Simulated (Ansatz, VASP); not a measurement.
Two plane-wave programs on Fe2O3 (Hematite)

```
Fe O
1.0
     2.51900    1.45435    4.59067
    -2.51900    1.45435    4.59067
     0.00000   -2.90869    4.59067
Fe O
4 6
Direct
  0.35530 0.35530 0.35530
  0.14470 0.14470 0.14470
  0.64470 0.64470 0.64470
  0.85530 0.85530 0.85530
  0.55590 0.94410 0.25000
  0.25000 0.55590 0.94410
  0.94410 0.25000 0.55590
  0.44410 0.05590 0.75000
  0.75000 0.44410 0.05590
  0.05590 0.75000 0.44410
```

Alike in both runs: task single point; functional PBE; k mesh 5 × 5 × 5; occupations fermi-dirac, width 0.05 eV; no spin polarisation.

|  | VASP | Ansatz |
| --- | --- | --- |
| version | VASP 6.6.1 | Ansatz 0.2.0 |
| potentials or method | VASP PAW PBE potentials, release 64 (Fe, O) | PAW plane waves |
| plane-wave cutoff (eV) | 520 | 420 |
| valence electrons in the cell | 68 | 100 |

Ansatz gave:

```
pressure (GPa)                                  : -27.0
largest component of the traceless stress (GPa) : 4.13
rms of the force components (eV/Å)              : 0.239
```

Q: Estimate VASP's values.

A: Pressure (GPa): -26.3; largest component of the traceless stress (GPa): 4.01; rms of the force components (eV/Å): 0.232.

Atom by atom the forces differ by 0.013 eV/Å (rms over components). The two sets of potentials don't hold the same shells in valence.

Caveats: so large a pressure means that the cell lies far from this level's equilibrium, or that cutoff or potentials fall short (VASP); the run has no spin polarisation, though such a crystal can be magnetic; semilocal functionals often make such compounds metallic where correlation or magnetic order opens a gap, which also shifts bond lengths. Spin polarisation is off, so any magnetic state and its effect on volume and gap are missing.
